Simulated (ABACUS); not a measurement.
## BN under changes of volume

One of the cells (5.959 Å³/atom); the others are scaled copies at fixed shape and fractional positions:

```
N B
1.0
     0.00000    1.81300    1.81300
     1.81300    0.00000    1.81300
     1.81300    1.81300    0.00000
N B
1 1
Cartesian
  0.9065 0.9065 0.9065
  0.0000 0.0000 0.0000
```

The cell is a database's computed one.

* Program: ABACUS 3.10.1
* Functional: PBE
* Potentials or basis: PseudoDojo NC SR 0.4.1 PBE standard
* Cutoff: 1361 eV
* Density cutoff: 5442 eV
* Basis: DZP LCAO (the cutoffs set its grid)
* k mesh: 13 × 13 × 13
* Occupations: fermi-dirac, width 0.05 eV
* Spin: no spin polarisation

| volume (Å³/atom) | energy over the lowest point (meV/atom) | pressure (GPa) | gap on the mesh (eV) |
| --- | --- | --- | --- |
| 5.602 | ? | ? | ? |
| 5.721 | 12.22 | 16.6 | 4.67 |
| 5.840 | 3.07 | 8.1 | 4.64 |
| 5.959 | 0.00 | 0.3 | 4.62 |
| 6.078 | 2.45 | -6.8 | 4.59 |
| 6.198 | 9.92 | -13.2 | 4.56 |
| 6.317 | 21.95 | -19.0 | 4.53 |

Question: What does the run at 5.602 Å³/atom give?

Answer: Energy over the lowest point 28.04 meV/atom; pressure 26.1 GPa; gap on the mesh 4.70 eV.

Worked out: A Birch-Murnaghan fit of order 3 (a polynomial in V^(-2/3)) to the other rows has its minimum at 5.96 Å³/atom with B0 = V·E''(V) = 370 GPa and B' = 3.8. It gives 28.04 meV/atom at 5.602 Å³/atom, against the run's 28.04, and -dE/dV = 26.1 GPa, against 26.1. A straight line through the other rows of the gap, of slope -1.4 eV per unit of ln V, extrapolates to 4.70 eV, against the run's 4.70.

Energies are extrapolated to zero smearing.

Caveats: the atomic orbitals were generated for these runs and aren't a published set; an odd mesh through Γ misses points on the zone boundary, where band edges often lie; the basis of atomic orbitals isn't converged, which shifts pressures, moduli and gaps.
